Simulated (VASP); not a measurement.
The system is ZnS (Wurtzite-2H).

```
Zn S
1.0
     3.78556    0.00000    0.00000
    -1.89278    3.27839    0.00000
     0.00000    0.00000    6.21249
Zn S
2 2
Direct
  0.33333 0.66667 0.00541
  0.66667 0.33333 0.50541
  0.33333 0.66667 0.37959
  0.66667 0.33333 0.87959
```

| Item | Value |
| --- | --- |
| Program | VASP 6.6.1 |
| Task | relaxation of cell and atoms |
| Functional | HSE06 |
| Potentials or basis | VASP PAW PBE potentials, release 64 (Zn, S) |
| Cutoff | 520 eV |
| k mesh | 6 × 6 × 3 |
| Occupations | gaussian, width 0.03 eV |
| Spin | no spin polarisation |

At the start: pressure 2.9 GPa; volume 19.28 Å³/atom.

Where does the relaxation end?

Over 6 steps the energy falls by 6.3 meV/atom and the volume is 19.98 Å³/atom (+3.7 %); space group P6_3mc (No. 186, to 0.05 Å).

The path:
```tsv
step	energy change (eV)	largest force (eV/Å)	pressure (GPa)	volume (Å³)
1	0.0000	0.0022	2.91	77.10
2	-0.0217	0.0142	-1.05	81.07
3	-0.0253	0.0112	0.03	79.95
4	-0.0253	0.0113	-0.09	80.01
5	-0.0253	0.0092	0.11	79.89
6	-0.0253	0.0098	0.00	79.92
```

Final structure:
```
CELL_PARAMETERS angstrom
3.83224 0.00000 0.00000
-1.91612 3.31882 0.00000
0.00000 0.00000 6.28392
ATOMIC_POSITIONS crystal
Zn 0.33333 0.66667 0.00534
Zn 0.66667 0.33333 0.50534
S 0.33333 0.66667 0.37966
S 0.66667 0.33333 0.87966
```

Caveat: the PAW data sets were made with another functional, which shifts forces and pressure a little.
